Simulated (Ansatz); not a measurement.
FeNi3 (Awaruite):

```
Ni Fe
1.0
     3.54500    0.00000    0.00000
     0.00000    3.54500    0.00000
     0.00000    0.00000    3.54500
Ni Fe
3 1
Direct
  0.50000 0.50000 0.00000
  0.50000 0.00000 0.50000
  0.00000 0.50000 0.50000
  0.00000 0.00000 0.00000
```

Base run:

* Program: Ansatz 0.2.0
* Functional: PBEsol
* Potentials or basis: Ansatz PAW
* Cutoff: 420 eV (not typed: the program's choice for these potentials)
* k mesh: 8 × 8 × 8
* Occupations: fermi-dirac, width 0.05 eV
* Spin: no spin polarisation

Its results: band gap on the k mesh none (metal or under the smearing width); pressure -17.5 GPa.

Task: The run is repeated on the same cell with these changes: spin from no spin polarisation to collinear spin, ferromagnetic start. What comes out?

Result: Band gap on the k mesh none (metal or under the smearing width); pressure -9.4 GPa; net moment 4.87 μB per cell; site moments Ni +0.70; Fe +2.91 μB.

Caveats: the PAW data sets come from PBE, with cores solved anew for the run's functional, which leaves a small shift of forces and pressure.
